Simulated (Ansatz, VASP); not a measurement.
## One calculation of Cu, two programs

```xyz
1
Lattice="0.0000 1.8448 1.7352 1.8448 0.0000 1.7352 1.8448 1.8448 0.0000" Properties=species:S:1:pos:R:3 pbc="T T T"
Cu    0.0000    0.0000    0.0000
```

Change from the starting cell: z stretched by -4 % at fixed volume, crystal datasets.

Alike in both runs: task electric field gradients; functional PBE; k mesh 17 × 17 × 17; occupations fermi-dirac, width 0.03 eV; no spin polarisation.

|  | VASP | Ansatz |
| --- | --- | --- |
| version | VASP 6.6.1 | Ansatz 0.2.0 |
| potentials or method | VASP PAW PBE potentials, release 64 (Cu), cutoff 520 eV | all-electron PAW with datasets made for the crystal, scalar-relativistic |

|  | VASP | Ansatz | Ansatz less VASP |
| --- | --- | --- | --- |
| pressure (GPa) | 2.3 | 1.7 | -0.55 |
| largest component of the traceless stress (GPa) | 1.27 | 1.35 | +0.081 |
| Vzz of the field gradient on the site that differs most (V/Å²) | 0.1 | 0.7 | +0.56 |

Ansatz ran all-electron here, so the differences hold the error of VASP's frozen core and of both bases.
